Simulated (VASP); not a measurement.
# Mn (P6_3/mmc) in VASP: further runs, part 2 of 2

VASP 6.6.1. Earlier steps stand in the parts before.

## Step 3: Relaxation of cell and atoms, PBEsol

INCAR

```
  ALGO = Fast
  EDIFF = 1E-6
  EDIFFG = -0.005
  ENCUT = 600
  GGA = PS
  IBRION = 2
  ISIF = 3
  ISMEAR = 0
  LASPH = T
  LCHARG = F
  LREAL = F
  LWAVE = F
  NELM = 100
  NSW = 100
  PREC = Accurate
  SIGMA = 0.1
```

KPOINTS

```
k-points
0
Gamma
  21 21 10
```

POSCAR

```
Mn
1.0
    2.4511490406     -0.0000002856      0.0000000000
   -1.2255742730      2.1227574804      0.0000000000
    0.0000000000      0.0000000000      3.9656174133
Mn
2
Direct
    0.0000000000      0.0000000000      0.0000000000
    0.3333333333      0.6666666667      0.5000000000
```

Potentials or basis: VASP PAW PBE potentials, release 64 (Mn_pv).

Command:

```console
> cat potpaw_PBE.64/Mn_pv/POTCAR > POTCAR
> mpirun -np 1 vasp_std > vasp.out
```

OUTCAR:

```text
EDIFF = 1E-6
   EDIFFG = -0.005
   ENCUT = 600
   GGA = PS
   IBRION = 2
   ISIF = 3
   ISMEAR = 0
   LASPH = T
   LREAL = F
   NELM = 100
   NSW = 100
   PREC = Accurate

 ion  position               nearest neighbor table
   1  0.000  0.000  0.000-   2 2.44   2 2.44   2 2.44   2 2.44   2 2.44   2 2.44
   2  0.333  0.667  0.500-   1 2.44   1 2.44   1 2.44   1 2.44   1 2.44   1 2.44

  LATTYP: Found a hexagonal cell.
 ALAT       =     2.4511490406
 C/A-ratio  =     1.6178605820

  Lattice vectors:

 A1 = (   2.4511490406,  -0.0000002856,   0.0000000000)
 A2 = (  -1.2255742730,   2.1227574804,   0.0000000000)
 A3 = (   0.0000000000,   0.0000000000,   3.9656174133)

Analysis of symmetry for initial positions (statically):
=====================================================================
 Subroutine PRICEL returns:
 Original cell was already a primitive cell.

 Routine SETGRP: Setting up the symmetry group for a
 hexagonal supercell.

 Subroutine GETGRP returns: Found 24 space group operations
 (whereof 12 operations were pure point group operations)
 out of a pool of 24 trial point group operations.

The static configuration has the point symmetry D_3h.
 The point group associated with its full space group is D_6h.

Analysis of symmetry for dynamics (positions and initial velocities):
=====================================================================
 Subroutine PRICEL returns:
 Original cell was already a primitive cell.

 Routine SETGRP: Setting up the symmetry group for a
 hexagonal supercell.

 Subroutine GETGRP returns: Found 24 space group operations
 (whereof 12 operations were pure point group operations)
 out of a pool of 24 trial point group operations.

The dynamic configuration has the point symmetry D_3h.
 The point group associated with its full space group is D_6h.

[... 127 lines left out ...]
   LEPSILON=     F    determine dielectric tensor
   LRPA    =     F    only Hartree local field effects (RPA)
 conjugate gradient relaxation of ions
 non-spin polarized calculation
 RMM-DIIS sequential band-by-band and
 Gauss-broadening in eV      SIGMA  =   0.10
  energy-cutoff  :      600.00
  volume of cell :       20.63
 maximum number of plane-waves:       705
 NGX is ok and might be reduce to    20
   NGX =  9   NGY =  9   NGZ = 15

--------------------------------------- Ionic step        1  -------------------------------------------

 number of electron      26.0000003 magnetization

 Free energy of the ion-electron system (eV)
  ---------------------------------------------------
  ext. energy  EPLUGINS =         0.00000000
  ---------------------------------------------------
  free energy    TOTEN  =       -19.42134465 eV

  energy without entropy =      -19.40703849  energy(sigma->0) =      -19.41419157

------------------------ aborting loop because EDIFF is reached ----------------------------------------

  FORCE on cell =-STRESS in cart. coord.  units (eV):
  Direction    XX          YY          ZZ          XY          YZ          ZX
  --------------------------------------------------------------------------------------
  -------------------------------------------------------------------------------------
  Total       -0.0111817     -0.0111817     -0.0509045      0.0000000     -0.0000000     -0.0000000
  in kB       -0.8682368     -0.8682368     -3.9526298      0.0000000     -0.0000000     -0.0000000
  external PRESSURE =      -1.8963678 kB  Pullay stress =       0.0000000 kB
[... 275 lines left out ...]
--------------------------------------- Ionic step        9  -------------------------------------------

 number of electron      26.0000003 magnetization

 Free energy of the ion-electron system (eV)
  ---------------------------------------------------
  ext. energy  EPLUGINS =         0.00000000
  ---------------------------------------------------
  free energy    TOTEN  =       -19.42134791 eV

  energy without entropy =      -19.40702483  energy(sigma->0) =      -19.41418637

 E-fermi :  10.7730     XC(G=0): -14.4360

 val. band max:       10.7730265839   @ k =   0.4286   0.0952   0.2000
 cond. band min:      10.7775670079   @ k =   0.0476   0.0000   0.0000
 fundamental gap:      0.0045404240
 Fermi energy:        10.7730278526

 k-point     1 :       0.0000    0.0000    0.0000
  band No.  band energies     occupation
      1     -37.4183      2.00000
      2     -36.6536      2.00000
      3     -36.6536      2.00000
      4     -36.5335      2.00000
      5     -36.5335      2.00000
      6     -36.5223      2.00000
[... 457 lines left out ...]
      4     -36.7386      2.00000
      5     -36.6065      2.00000
      6     -36.5929      2.00000
[... 9 lines left out ...]
     16      11.6908      0.00000
     17      12.6987      0.00000

 [... further k-points ...]

------------------------ aborting loop because EDIFF is reached ----------------------------------------

  FORCE on cell =-STRESS in cart. coord.  units (eV):
  Direction    XX          YY          ZZ          XY          YZ          ZX
  --------------------------------------------------------------------------------------
  -------------------------------------------------------------------------------------
  Total       -0.0007587     -0.0007587      0.0033823      0.0000000      0.0000000     -0.0000000
  in kB       -0.0588855     -0.0588855      0.2625236      0.0000000      0.0000000     -0.0000000
  external PRESSURE =       0.0482509 kB  Pullay stress =       0.0000000 kB
[... 17 lines left out ...]
  FREE ENERGIE OF THE ION-ELECTRON SYSTEM (eV)
  ---------------------------------------------------
  free  energy   TOTEN  =       -19.4213479088 eV

  energy  without entropy=      -19.4070248267  energy(sigma->0) =      -19.41418637

 reached required accuracy - stopping structural energy minimisation
```

Run time: 3 min. Hardware: 1 thread of AMD EPYC 9R45 (Zen 5), shared host; peak memory 0.19 GiB.

What came out:

| Quantity | Value |
| --- | --- |
| Free energy | -19.4213 eV |
| Relaxed volume | 10.32 Å³/atom |
| Relaxed cell | a = 2.452 Å, b = 2.452 Å, c = 3.964 Å, α = 90.00°, β = 90.00°, γ = 120.00° |
| Space group after relaxing (to 0.05 Å) | P6_3/mmc (No. 194) |
| Energy gained by relaxing | 0.0 meV/atom |
| Ionic steps | 9 |
| Pressure after relaxing | 0.0 GPa |
| Band gap on the k mesh | none (metal or under the smearing width) |

Final structure:
```
Mn
1.0
     2.45216    0.00000    0.00000
    -1.22608    2.12364    0.00000
     0.00000    0.00000    3.96392
Mn
2
Direct
  0.00000 0.00000 0.00000
  0.33333 0.66667 0.50000
```

Levels at points of the mesh, in eV from the Fermi level:
```
           k point  band 11  band 12  band 13  band 14  band 15  band 16
(0.00, 0.00, 0.00)    -1.01    -0.50    -0.50     0.04     0.04     0.81
(0.00, 0.00, 0.50)    -1.09    -1.09    -1.09    -1.09     1.26     1.26
```

Caveat: the PAW data sets were made with another functional, which shifts forces and pressure a little; the run has no spin polarisation, though such a crystal can be magnetic. Spin polarisation is off, so any magnetic state and its effect on volume and gap are missing.

## Step 4: Single point, PBEsol, collinear spin, typed start

This run uses another cell than the first one, of 10.75 Å³/atom, 1.042 times its volume.

INCAR

```
SYSTEM = Mn
  ALGO = Fast
  EDIFF = 1E-6
  ENCUT = 520
  GGA = PS
  ISIF = 2
  ISMEAR = 0
  ISPIN = 2
  LASPH = .True.
  LCHARG = .True.
  LELF = .True.
  LMAXMIX = 4
  LORBIT = 11
  LREAL = .False.
  LVHAR = .True.
  LWAVE = .False.
  MAGMOM = 4 4
  NBANDS = 24
  NELM = 150
  PREC = Accurate
  SIGMA = 0.1
```

KPOINTS

```
k-points
0
Gamma
  9 9 4
  0 0 0
```

POSCAR

```
Mn
1.0
    2.4775930000      0.0000000000      0.0000000000
   -1.2387960000      2.1456580000      0.0000000000
    0.0000000000      0.0000000000      4.0458920000
Mn
2
Direct
    0.0000000000      0.0000000000      0.0000000000
    0.3333333300      0.6666666700      0.5000000000
```

Command:

```console
> cat potpaw_PBE.64/Mn_pv/POTCAR > POTCAR
> mpirun -np 1 vasp_std > vasp.out
```

Run time: 19 s. Hardware: 1 thread of AMD EPYC 9R45 (Zen 5), shared host; peak memory 0.12 GiB.

It converged, with:

| Item | Value |
| --- | --- |
| Free energy | -19.3835 eV |
| Pressure | -11.5 GPa |
| Band gap on the k mesh | none (metal or under the smearing width) |
| Net moment | 0.00 μB per cell |
| Valence electrons inside the program's atomic spheres | Mn 11.99 |

Stress tensor (GPa, compression positive):
```
-10.44   0.00   0.00
  0.00 -10.44   0.00
  0.00   0.00 -13.71
```

Levels at points of the mesh, in eV from the Fermi level:
Spin up:
```tsv
k point	band 9	band 10	band 11	band 12	band 13	band 14	band 15	band 16	band 17	band 18
(0.00, 0.00, 0.00)	-1.03	-0.94	-0.94	-0.49	-0.49	0.08	0.08	0.62	1.60	1.60
(0.00, 0.00, 0.50)	-1.58	-1.58	-1.01	-1.01	-1.01	-1.01	1.18	1.18	1.18	1.18
```
Spin down:
```
           k point  band 9  band 10  band 11  band 12  band 13  band 14  band 15  band 16  band 17  band 18
(0.00, 0.00, 0.00)   -1.03    -0.94    -0.94    -0.49    -0.49     0.08     0.08     0.62     1.60     1.60
(0.00, 0.00, 0.50)   -1.58    -1.58    -1.01    -1.01    -1.01    -1.01     1.18     1.18     1.18     1.18
```

Caveat: the k mesh is coarse (spacing up to 0.39 Å⁻¹), so the values aren't converged; the starting moments collapsed, and a magnetic state may lie lower; the PAW data sets were made with another functional, which shifts forces and pressure a little.
